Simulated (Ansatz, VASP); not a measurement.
## Two plane-wave programs on NaH

Contents of POSCAR:

```
NaH
1.0
    2.9551240000      0.0000000000      0.0000000000
    0.0000000000      2.9551240000      0.0664902900
    0.0000000000      0.0664902900      2.9551240000
Na H
1 1
Direct
    0.0000000000      0.0000000000      0.0000000000
    0.5000000000      0.5000000000      0.5000000000
```

INCAR.step1

```
PREC = Accurate
ENCUT = 520
ISMEAR = 0
SIGMA = 0.05
LREAL = False
LASPH = True
NELM = 100
NBANDS = 11
GGA = PE
ALGO = Normal
EDIFF = 1E-4
LWAVE = True
LCHARG = False
```

Contents of INCAR.step2:

```
PREC = Accurate
ENCUT = 520
EDIFF = 1E-6
ISMEAR = 0
SIGMA = 0.05
LREAL = False
LASPH = True
NELM = 100
ALGO = Normal
ISIF = 2
LWAVE = False
LCHARG = True
METAGGA = R2SCAN
LMIXTAU = True
LELF = True
LVHAR = True
NBANDS = 11
ISTART = 1
```

File KPOINTS:

```
regular mesh
0
Gamma
  10 10 10
```

Input for Ansatz:

```yaml
crystal:
  lattice:
    - [2.955124, 0.0, 0.0]
    - [0.0, 2.955124, 0.06649029]
    - [0.0, 0.06649029, 2.955124]
  atoms:
    - { symbol: Na, position: [0.0, 0.0, 0.0] }
    - { symbol: H, position: [0.5, 0.5, 0.5] }
basis:
  ecutwfc: 500
kpoints:
  mp_grid: { grid: [10, 10, 10] }
hamiltonian:
  xc: r2scan
scf:
  occupations: { method: gaussian, width: 0.05 }
output:
  forces: true
  stress: true
  eigenvalues: true
```

Change from the starting cell: strain +0.0450 x Voigt [0, 0, 0, 1, 0, 0], atoms carried along.

Alike in both runs: task single point; functional r2SCAN; k mesh 10 × 10 × 10; occupations gaussian, width 0.05 eV; no spin polarisation.

```csv
,VASP,Ansatz
version,VASP 6.6.1,Ansatz 0.2.0
potentials or method,"VASP PAW PBE potentials, release 64 (Na_pv, H)","scalar-relativistic, plane waves, PAW"
plane-wave cutoff (eV),520,500
valence electrons in the cell,8,10
```

|  | VASP | Ansatz | Ansatz less VASP |
| --- | --- | --- | --- |
| gap on the k mesh at the Fermi level (eV) | 1.61 | 1.61 | -0.009 |
| least direct gap on the mesh (eV) | 5.10 | 5.09 | -0.004 |
| pressure (GPa) | -0.8 | -0.5 | +0.28 |
| largest component of the traceless stress (GPa) | 0.21 | 0.21 | +0.003 |

The two sets of potentials don't hold the same shells in valence.

Caveats: the PAW data sets were made with another functional, which shifts forces and pressure a little (VASP). A k mesh can miss the band edges.
